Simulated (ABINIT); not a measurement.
The system is PbS (Galena).

```
Pb S
1.0
     0.00000    2.96575    2.96575
     2.96575    0.00000    2.96575
     2.96575    2.96575    0.00000
Pb S
1 1
Direct
  0.00000 0.00000 0.00000
  0.50000 0.50000 0.50000
```

Base run:

```yaml
Program: ABINIT 10.8.3 (patched build)
Functional: PBE0
Potentials_or_basis: SPMS NC PBE v1.0
Cutoff: 490 eV
k_mesh: 6 × 6 × 6
Occupations: fixed
Spin: no spin polarisation
```

Its results: band gap on the k mesh 1.33 eV, direct; pressure -0.3 GPa.

Problem. The run is repeated on the same cell with these changes: functional from PBE0 to PBE. What comes out?

Solution. Band gap on the k mesh 0.38 eV, direct; pressure 2.0 GPa.

PBE0 gives the wider gap, since exact exchange removes part of the self-interaction.

Caveats: spin-orbit coupling is left out, which as a rule narrows the gap of such compounds by several tenths of an eV; the potentials were made for another functional, which shifts forces and pressure (some runs).

A k mesh can miss the band edges.
